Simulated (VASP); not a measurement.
# CdS (Hawleyite) (F-43m) in VASP: a series of runs

One crystal, CdS (Hawleyite), is run at these levels: LDA; tasks: dielectric tensor.

Program: VASP 6.6.1. These are calculated values, not measurements. Logs are shortened: lines on timing, memory, paths and dates and some standing lists are left out, and cuts for length are marked.

## (1) The crystal as given

Symmetry: F-43m, No. 216, cubic system. The conventional cell has a = 5.833 Å, b = 5.833 Å, c = 5.833 Å, α = 90.00°, β = 90.00°, γ = 90.00°. Cd (site symmetry -43m) is surrounded by 4 S at 2.53 Å. S (site symmetry -43m) has 4 Cd at 2.53 Å as nearest neighbours.

## (2) Dielectric tensor, LDA

INCAR

```
  ALGO = Normal
  EDIFF = 1E-8
  ENCUT = 460
  GGA = CA
  ISIF = 2
  ISMEAR = 0
  LASPH = True
  LCHARG = False
  LEPSILON = True
  LREAL = False
  LWAVE = False
  NELM = 100
  PREC = Accurate
  SIGMA = 0.01
```

KPOINTS

```
k-points
0
Gamma
  6 6 6
```

POSCAR

```
CdS
1.0
    0.0000000000      2.9165000000      2.9165000000
    2.9165000000      0.0000000000      2.9165000000
    2.9165000000      2.9165000000      0.0000000000
Cd S
1 1
Direct
    0.0000000000      0.0000000000      0.0000000000
    0.7500000000      0.7500000000      0.7500000000
```

Potentials or basis: VASP PAW LDA potentials, release 64 (Cd, S).

The run is started by

```console
$ cat potpaw_LDA.64/Cd/POTCAR potpaw_LDA.64/S/POTCAR > POTCAR
$ mpirun -np 1 vasp_std > vasp.out
```

OUTCAR:

```text
EDIFF = 1E-8
   ENCUT = 460
   GGA = CA
   ISIF = 2
   ISMEAR = 0
   LASPH = True
   LEPSILON = True
   LREAL = False
   NELM = 100
   PREC = Accurate

 Found     16 irreducible k-points:

 Following reciprocal coordinates:
            Coordinates               Weight
  0.000000  0.000000  0.000000      1.000000
  0.166667  0.000000  0.000000      8.000000
  0.333333  0.000000  0.000000      8.000000
  0.500000  0.000000  0.000000      4.000000
  0.166667  0.166667  0.000000      6.000000
  0.333333  0.166667  0.000000     24.000000
   k-points           NKPTS =     16   k-points in BZ     NKDIM =     16   number of bands    NBANDS=     13
   number of dos      NEDOS =    301   number of ions     NIONS =      2
   total plane-waves  NPLWV =  27000
   dimension x,y,z NGX =    30 NGY =   30 NGZ =   30
   dimension x,y,z NGXF=    60 NGYF=   60 NGZF=   60
   ions per type =               1   1
   NGX,Y,Z   is equivalent  to a cutoff of  12.09, 12.09, 12.09 a.u.
   NGXF,Y,Z  is equivalent  to a cutoff of  24.18, 24.18, 24.18 a.u.
 SYSTEM =  unknown system
   PREC   = accura    normal or accurate (medium, high low for compatibility)
   ISTART =      0    job   : 0-new  1-cont  2-samecut
   ICHARG =      2    charge: 1-file 2-atom 10-const
   ISPIN  =      1    spin polarized calculation?
   LNONCOLLINEAR =      F non collinear calculations
   LSORBIT =      F    spin-orbit coupling
   LASPH  =      T    aspherical Exc in radial PAW
   ENCUT  =  460.0 eV  33.81 Ry    5.81 a.u.   7.21  7.21  7.21*2*pi/ulx,y,z
   NELM   =    100;   NELMIN=  2; NELMDL= -5     # of ELM steps
   EDIFF  = 0.1E-07   stopping-criterion for ELM
   LREAL  =      F    real-space projection
   EDIFFG = 0.1E-06   stopping-criterion for IOM
   NSW    =      0    number of steps for IOM
   IBRION =     -1    ionic relax: 0-MD 1-quasi-New 2-CG
[... 8 lines left out ...]
   EMIN   =  10.00;   EMAX   =-10.00  energy-range for DOS
   EFERMI =   0.00;   METHOD = LEGACY
   ISMEAR =     0;   SIGMA  =   0.01  broadening in eV -4-tet -1-fermi 0-gaus
   EFERMI_NEDOS =   21; number of points for ismear=-14 and -15
   IALGO  =     38    algorithm
   IMIX   =      4    mixing-type and parameters
     AMIX     =   0.40;   BMIX     =  1.00
     AMIX_MAG =   1.60;   BMIX_MAG =  1.00
  volume/ion in A,a.u.               =      24.81       167.41
  Fermi-wavevector in a.u.,A,eV,Ry     =   1.167599  2.206442 18.548649  1.363287
  Thomas-Fermi vector in A             =   2.304097
   LORBIT       =      0    0 simple, 1 ext, 2 COOP (PROOUT), +10 PAW based schemes
   GGA     = CA    functional components
   LHFCALC =     F    Hartree Fock is set to
   AEXX    =    0.0000 exact exchange contribution
   IVDW    =     0    specifies the selected vdW correction
   LEPSILON=     T    determine dielectric tensor
   LRPA    =     F    only Hartree local field effects (RPA)
 non-spin polarized calculation
 Gauss-broadening in eV      SIGMA  =   0.01
  energy-cutoff  :      460.00
  volume of cell :       49.62
 maximum number of plane-waves:      1139
 NGX is ok and might be reduce to    30
   NGX = 15   NGY = 15   NGZ = 15

--------------------------------------- Ionic step        1  -------------------------------------------

 number of electron      18.0000003 magnetization

 E-fermi :   1.2416     XC(G=0):  -9.5855

 val. band max:        1.1299714492   @ k =   0.0000   0.0000   0.0000
 cond. band min:       2.0199527093   @ k =   0.0000   0.0000   0.0000
 fundamental gap:      0.8899812601
 Fermi energy:         1.2415882074

 k-point     1 :       0.0000    0.0000    0.0000
  band No.  band energies     occupation
      1     -11.2262      2.00000
      2      -6.6504      2.00000
      3      -6.6504      2.00000
      4      -6.6504      2.00000
      5      -6.1659      2.00000
      6      -6.1659      2.00000
      7       1.1300      2.00000
      8       1.1300      2.00000
      9       1.1300      2.00000
     10       2.0200      0.00000
     11       7.4887      0.00000
     12       7.4887      0.00000
     13       7.4887      0.00000

 k-point     2 :       0.1667    0.0000    0.0000
  band No.  band energies     occupation
      1     -11.1158      2.00000
      2      -6.6122      2.00000
      3      -6.6122      2.00000
      4      -6.5533      2.00000
      5      -6.1669      2.00000
      6      -6.1669      2.00000
      7      -0.4547      2.00000
      8       0.9189      2.00000
      9       0.9189      2.00000
     10       3.2364      0.00000
     11       7.1314      0.00000
     12       7.8107      0.00000
     13       7.8107      0.00000

 k-point     3 :       0.3333    0.0000    0.0000
  band No.  band energies     occupation
      1     -10.8935      2.00000
      2      -6.5504      2.00000
      3      -6.5504      2.00000
      4      -6.1819      2.00000
      5      -6.1495      2.00000
      6      -6.1495      2.00000
      7      -2.3719      2.00000
      8       0.5371      2.00000
      9       0.5371      2.00000
     10       3.8812      0.00000
     11       7.6436      0.00000
     12       8.0441      0.00000
     13       8.0441      0.00000

 k-point     4 :       0.5000    0.0000    0.0000
  band No.  band energies     occupation
      1     -10.7831      2.00000
      2      -6.5293      2.00000
      3      -6.5293      2.00000
      4      -6.1280      2.00000
      5      -6.1280      2.00000
      6      -5.7808      2.00000
      7      -3.3896      2.00000
      8       0.3603      2.00000
      9       0.3603      2.00000
     10       3.9125      0.00000
     11       7.9700      0.00000
     12       7.9700      0.00000
     13       8.3549      0.00000

 k-point     5 :       0.1667    0.1667    0.0000
  band No.  band energies     occupation
      1     -11.0794      2.00000
      2      -6.5749      2.00000
      3      -6.5733      2.00000
      4      -6.5733      2.00000
      5      -6.1918      2.00000
      6      -6.1437      2.00000
      7      -0.4105      2.00000
      8       0.5720      2.00000
      9       0.5720      2.00000
     10       3.7211      0.00000
     11       6.4154      0.00000
     12       8.2726      0.00000
     13       8.2726      0.00000

 k-point     6 :       0.3333    0.1667    0.0000
  band No.  band energies     occupation
      1     -10.8955      2.00000
      2      -6.5341      2.00000
      3      -6.4992      2.00000
      4      -6.3457      2.00000
      5      -6.1444      2.00000
      6      -6.1238      2.00000
      7      -1.8125      2.00000
      8       0.0906      2.00000
      9       0.1475      2.00000
     10       4.5986      0.00000
     11       6.3383      0.00000
     12       8.1589      0.00000
     13       8.7961      0.00000

 [... further k-points ...]

  FORCE on cell =-STRESS in cart. coord.  units (eV):
  Direction    XX          YY          ZZ          XY          YZ          ZX
  --------------------------------------------------------------------------------------
  -------------------------------------------------------------------------------------
  Total       -0.6453531     -0.6453531     -0.6453531      0.0000000      0.0000000     -0.0000000
  in kB      -20.8397280    -20.8397280    -20.8397280      0.0000000      0.0000000     -0.0000000
  external PRESSURE =     -20.8397280 kB  Pullay stress =       0.0000000 kB

 VOLUME and BASIS-vectors are now :
 -----------------------------------------------------------------------------
  energy-cutoff  :      460.00
  volume of cell :       49.62
      direct lattice vectors                 reciprocal lattice vectors
     0.000000000  2.916500000  2.916500000    -0.171438368  0.171438368  0.171438368
     2.916500000  0.000000000  2.916500000     0.171438368 -0.171438368  0.171438368
     2.916500000  2.916500000  0.000000000     0.171438368  0.171438368 -0.171438368

 POSITION                                       TOTAL-FORCE (eV/Angst)
 -----------------------------------------------------------------------------------
      0.00000      0.00000      0.00000        -0.000000     -0.000000     -0.000000
      4.37475      4.37475      4.37475         0.000000      0.000000      0.000000
 -----------------------------------------------------------------------------------
    total drift:                                0.000000      0.000000      0.000000

  FREE ENERGIE OF THE ION-ELECTRON SYSTEM (eV)
  ---------------------------------------------------
  free  energy   TOTEN  =        -7.3944746688 eV

  energy  without entropy=       -7.3944746688  energy(sigma->0) =       -7.39447467

 HEAD OF MICROSCOPIC STATIC DIELECTRIC TENSOR (INDEPENDENT PARTICLE, excluding Hartree and local field effects)
 ------------------------------------------------------
           9.686291    -0.000000    -0.000000
           0.000000     9.686291    -0.000000
           0.000000     0.000000     9.686291
 ------------------------------------------------------

 Free energy of the ion-electron system (eV)
  ---------------------------------------------------
  ---------------------------------------------------
  free energy    TOTEN  =        -1.18003443 eV

  energy without entropy =       -1.18003443

------------------------ aborting loop because EDIFF is reached ----------------------------------------

--------------------------------------- Ionic step        2  -------------------------------------------

------------------------ aborting loop because EDIFF is reached ----------------------------------------

--------------------------------------- Ionic step        3  -------------------------------------------

 Free energy of the ion-electron system (eV)
  ---------------------------------------------------
  ---------------------------------------------------
  free energy    TOTEN  =        -1.18003382 eV

  energy without entropy =       -1.18003382

------------------------ aborting loop because EDIFF is reached ----------------------------------------

 PIEZOELECTRIC TENSOR FIELD DIRECTION 3  (e Angst)
 -----------------------------------------------------------------------------
    -0.00109  2.15618  0.00000           (  0.00000 -0.03770  0.00000)
     2.15618 -0.00109  0.00000           ( -0.03770  0.00000  0.00000)
     0.00000  0.00000  0.00069           (  0.00000  0.00000 -0.00000)

 PIEZOELECTRIC TENSOR FIELD DIRECTION 3  (C/m^2)
 -----------------------------------------------------------------------------
    -0.00035  0.69627  0.00000
     0.69627 -0.00035  0.00000
     0.00000  0.00000  0.00022

 MACROSCOPIC STATIC DIELECTRIC TENSOR (including local field effects in DFT)
 ------------------------------------------------------
           9.274302    -0.000000    -0.000000
          -0.000000     9.274302    -0.000000
           0.000000     0.000000     9.274302
 ------------------------------------------------------

 PIEZOELECTRIC TENSOR (including local field effects)  for field in x, y, z        (e  Angst)
          XX          YY          ZZ          XY          YZ          ZX
  --------------------------------------------------------------------------------
  x     0.00000    -0.00000     0.00000     0.00000     2.17906    -0.00000
  y    -0.00000     0.00000     0.00000     0.00000    -0.00000     2.17906
  z    -0.00000    -0.00000     0.00000     2.17906     0.00000     0.00000

 PIEZOELECTRIC TENSOR (including local field effects)  for field in x, y, z        (C/m^2)
          XX          YY          ZZ          XY          YZ          ZX
  --------------------------------------------------------------------------------
  x     0.00000    -0.00000     0.00000     0.00000     0.70366    -0.00000
  y    -0.00000     0.00000     0.00000     0.00000    -0.00000     0.70366
  z    -0.00000    -0.00000     0.00000     0.70366     0.00000     0.00000

 BORN EFFECTIVE CHARGES (including local field effects) (in |e|, cummulative output)
 ---------------------------------------------------------------------------------
 ion    1
    1     2.32326     0.00000     0.00000
    2     0.00000     2.32326    -0.00000
    3     0.00000     0.00000     2.32326
 ion    2
    1    -2.32326    -0.00000    -0.00000
    2    -0.00000    -2.32326     0.00000
    3    -0.00000    -0.00000    -2.32326
```

It took 84 s on 1 thread of Intel Xeon Platinum 8488C (Sapphire Rapids), shared host; peak memory 0.2 GiB.

These settings aren't checked as converged: the numbers below hold their error.

What came out:

- Band gap on the k mesh: 0.89 eV, direct
- Electronic dielectric tensor (diagonal): 9.27
- Born charges (mean of the diagonal): Cd +2.32; S -2.32 e

(Part 1 of 3 ends here.)
